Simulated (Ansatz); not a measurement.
**CsI (Pm-3m)**

Computed with Ansatz 0.2.0, DFT PBE, scalar-relativistic, plane waves, PAW.

Settings: cutoff 420 eV, Γ-centred mesh 6×6×6 on the computed 2-atom cell, Gaussian smearing of 0.02 eV; no spin polarisation.

The structure is relaxed at this level of theory with its symmetry kept.

```cif
data_structure
_symmetry_space_group_name_H-M 'Pm-3m'
_symmetry_Int_Tables_number 221
_cell_length_a 4.6660
_cell_length_b 4.6660
_cell_length_c 4.6660
_cell_angle_alpha 90.000
_cell_angle_beta 90.000
_cell_angle_gamma 90.000
_cell_volume 101.59
loop_
_atom_site_label
_atom_site_type_symbol
_atom_site_symmetry_multiplicity
_atom_site_Wyckoff_symbol
_atom_site_fract_x
_atom_site_fract_y
_atom_site_fract_z
_atom_site_occupancy
Cs1 Cs 1 a 0.00000 0.00000 0.00000 1
I1 I 1 b 0.50000 0.50000 0.50000 1
```

```json
{"Space group": "Pm-3m (No. 221)", "Volume per atom": "50.79 Å³", "Formation energy from the elements' standard states (uncorrected)": "-1.541 eV/atom", "Kohn–Sham band gap": "3.69 eV, indirect from M to Γ", "Löwdin character of the top 1 eV of the valence band": "I 5p 96 %", "Electron masses at the edge by Cartesian direction of the standard setting (m_e; degenerate bands sorted by energy; no spin-orbit coupling)": "x: 0.29; y: 0.29; z: 0.29", "Hole masses at the edge by Cartesian direction of the standard setting (m_e; degenerate bands sorted by energy; no spin-orbit coupling)": "x: 0.45; y: 3.2; z: 3.2", "Bulk modulus": "9.9 GPa", "Its pressure derivative": "5.1", "Electronic dielectric constant xx, yy, zz of the standard setting (independent particles)": "3.6, 3.6, 3.6", "Bader charges (e)": "Cs (1 in the cell) 0.81, I (1 in the cell) -0.81"}
```

Spin-orbit coupling is left out, which matters for the bands of heavy elements.